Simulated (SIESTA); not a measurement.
I:

```
CELL_PARAMETERS angstrom
3.63503 -2.39502 0.00000
3.63503 2.39502 0.00000
0.00000 0.00000 9.79344
ATOMIC_POSITIONS crystal
I 0.64930 0.35070 0.38440
I 0.14930 0.85070 0.11560
I 0.35070 0.64930 0.61560
I 0.85070 0.14930 0.88440
```

Base run:

```yaml
Program: SIESTA 5.4.2
Functional: vdW-DF-cx
Potentials_or_basis: PseudoDojo 0.4 standard (PBE files)
Basis: DZP (energy shift 0.003 Ry)
Grid_cutoff: 500 Ry
Energy_shift: 0.003 Ry
k_mesh: 7 × 7 × 3
Occupations: fermi-dirac, width 0.05 eV
Spin: no spin polarisation
```

Its results: band gap on the k mesh 1.18 eV, indirect (least direct gap 1.28 eV); pressure 0.9 GPa; largest force 1.459 eV/Å.

Problem. The run is repeated on the same cell with these changes: functional from vdW-DF-cx to LDA; potentials or basis from PseudoDojo 0.4 standard (PBE files) to PseudoDojo 0.4 standard (LDA files). What comes out?

Solution. Band gap on the k mesh 1.08 eV, indirect (least direct gap 1.19 eV); pressure -0.6 GPa; largest force 1.276 eV/Å.

Caveats: spin-orbit coupling is left out, which moves the levels of the heavy elements; the basis of atomic orbitals isn't converged, which shifts pressures, moduli and gaps; the potentials were made for another functional, which shifts forces and pressure (some runs); forces of over 1 eV/Å show positions far from the minimum, so gaps and moduli don't describe the material at rest (some runs).

Not every run made on this cell is shown here.
